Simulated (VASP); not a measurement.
# Hf: single point with PBE

Crystal: Hf.

```
Hf
1.0
    -1.75085    1.75085    1.75085
     1.75085   -1.75085    1.75085
     1.75085    1.75085   -1.75085
Hf
1
Cartesian
  0.0000 0.0000 0.0000
```

The cell isn't the ideal one: strain -0.030 along x and y, -0.030 along z, atoms carried along.

```
Program                : VASP 6.6.1
Task                   : single point
Functional             : PBE
Potentials or basis    : VASP PAW PBE potentials, release 64 (Hf_pv)
Cutoff                 : 520 eV
k mesh                 : 18 × 18 × 18
Occupations            : gaussian, width 0.15 eV
Spin                   : no spin polarisation
Dipole correction      : no
Further INCAR settings : ALGO = Normal; EDIFF = 1e-06; NBANDS = 11
```

```
Pressure               : 3.7 GPa
Band gap on the k mesh : none (metal or under the smearing width)
```

Levels at points of the mesh, in eV from the Fermi level:
| k point | band 1 | band 2 | band 3 | band 4 | band 5 | band 6 | band 7 | band 8 | band 9 | band 10 |
| --- | --- | --- | --- | --- | --- | --- | --- | --- | --- | --- |
| (0.00, 0.00, 0.00) | -29.66 | -29.66 | -29.66 | -7.16 | 1.57 | 1.57 | 1.57 | 4.47 | 4.47 | 13.49 |
| (0.50, 0.00, 0.00) | -30.60 | -29.97 | -29.67 | -3.49 | -0.56 | 1.24 | 4.33 | 5.37 | 7.99 | 10.68 |
| (0.50, 0.50, 0.50) | -30.32 | -30.32 | -30.32 | -2.74 | -2.74 | 7.11 | 7.11 | 7.11 | 7.57 | 7.57 |

Run time: 14 s on 1 thread of Intel(R) Xeon(R) Platinum 8488C (Sapphire Rapids), with other jobs on the host, peak memory 0.17 GiB.

Spin-orbit coupling is left out, which matters for the levels of Hf.
